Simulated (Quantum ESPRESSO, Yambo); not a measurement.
Planning a run of Yambo 5.3.0 on NaCl (Fm-3m). The input:

```
optics
bss
bse
em1s
dipoles
rim_cut
RandQpts= 1000000
RandGvec= 1 RL
Chimod= "HARTREE"
BSKmod= "SEX"
BSEmod= "resonant"
BSSmod= "d"
BSENGexx= 20 Ry
BSENGBlk= 4 Ry
% BSEQptR
 1 | 1 |
%
% BSEBands
 6 | 9 |
%
% BEnRange
 0 | 10 | eV
%
% BDmRange
 0.1 | 0.1 | eV
%
BEnSteps= 101
% BLongDir
 1 | 0 | 0 |
%
% BndsRnXs
 2 | 18 |
%
NGsBlkXs= 4 Ry
% LongDrXs
 1 | 1 | 1 |
%
% KfnQP_E
 2.897 | 1.0 | 1.0 |
%
WRbsWF
FFTGvecs= 34 Ry
```

The database entry behind the starting cell differs from later determinations by our own check (an axis about 0.4 % short against later determinations), so it need not match the best structure at ambient conditions.

```sh
OMP_NUM_THREADS=1 mpirun -n 4 yambo -F bse15.in -J bse15 -C bse15 > bse15.log
```

The stored states that it reads are on a 12×12×12 mesh. The structure is cubic, space group Fm-3m (No. 225). The conventional cell has a = 5.620 Å, b = 5.620 Å, c = 5.620 Å, α = 90.00°, β = 90.00°, γ = 90.00°. Na has 6 Cl at 2.81 Å nearest. Nearest to Cl lie 6 Na at 2.81 Å. Farther neighbours and most contacts between anions are not listed.

Q: Estimate wall time and host memory on 4 MPI ranks of Arm Neoverse V1, shared host.

It took 9.6 min; on shared hardware allow 4.8 min to 19 min. Peak host memory was 3.2 GiB.

The kernel grows as the square of the matrix size, and full diagonalisation as its cube.

[Paths, hosts, dates, memory and timing lines, banners, echoed tables and standing remarks are left out of the program output.]

[Logs are printed without paths, hosts, clocks, repeated set-up lines and the standing remarks that a program may print on its own settings, such as how far it seeks lower states.]

[Runs of the session that timed out or met a known fault of the program may be left out.]

[Hosts, paths, dates, database ids (printed as entryN), source tags and the programs' standing remarks are cut or masked in the printed files.]
